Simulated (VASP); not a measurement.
Set up this calculation in VASP 6.6.1, as the native input.

| Property | Result |
| --- | --- |
| Task | relaxation of cell and atoms |
| Functional | PBE |
| Dispersion | D3(BJ) |
| Potentials or basis | VASP PAW PBE potentials, release 64 (Se, Ti_sv) |
| Cutoff | 600 eV |
| k mesh | 12 × 12 × 1 |
| Occupations | gaussian, width 0.03 eV |
| Spin | no spin polarisation |
| Further INCAR settings | ALGO = Normal; EDIFF = 1e-06; IBRION = 2; EDIFFG = -0.01; NSW = 90; ISIF = 3 |

The structure of TiSe2 lies in POSCAR:

```
TiSe2
1.0
    3.5360000000      0.0000000000      0.0000000000
   -1.7680000000      3.0622658300      0.0000000000
    0.0000000000      0.0000000000     21.0644416000
Se Ti
2 1
Direct
    0.6666666700      0.3333333300      0.4272603200
    0.3333333300      0.6666666700      0.5727396800
    0.0000000000      0.0000000000      0.5000000000
```

These files were run (other wordings do the same):

INCAR

```
PREC = Accurate ; ENCUT = 600
EDIFF = 1E-6 ; ISMEAR = 0
SIGMA = 0.03 ; LREAL = False
LASPH = True ; NELM = 80
ALGO = Normal ; ISIF = 3
LWAVE = False ; LCHARG = False
GGA = PE ; IVDW = 12
IBRION = 2 ; NSW = 90
EDIFFG = -0.01 ; LATTICE_CONSTRAINTS = .TRUE. .TRUE. .FALSE.
KPAR = 4
```

KPOINTS

```
regular mesh
0
Gamma
  12 12 1
```

Potentials or basis: VASP PAW PBE potentials, release 64 (Se, Ti_sv).

The run is started by

```bash
$ cat potpaw_PBE.64/Se/POTCAR potpaw_PBE.64/Ti_sv/POTCAR > POTCAR
$ mpirun -np 4 vasp_std > vasp.out
```

Results of the run:

```
Relaxed volume                         : 73.41 Å³/atom
Relaxed cell                           : a = 3.475 Å, b = 3.475 Å, c = 21.064 Å, α = 90.00°, β = 90.00°, γ = 120.00°
Space group after relaxing (to 0.05 Å) : P-3m1 (No. 164)
Energy gained by relaxing              : 4.0 meV/atom
Ionic steps                            : 10
Band gap on the k mesh                 : none (metal or under the smearing width)
Dispersion energy per atom             : -0.308 eV
```

Wall time 3.6 min on 4 MPI ranks on Intel(R) Xeon(R) Platinum 8488C (Sapphire Rapids) (shared host), peak memory 0.45 GiB a rank.
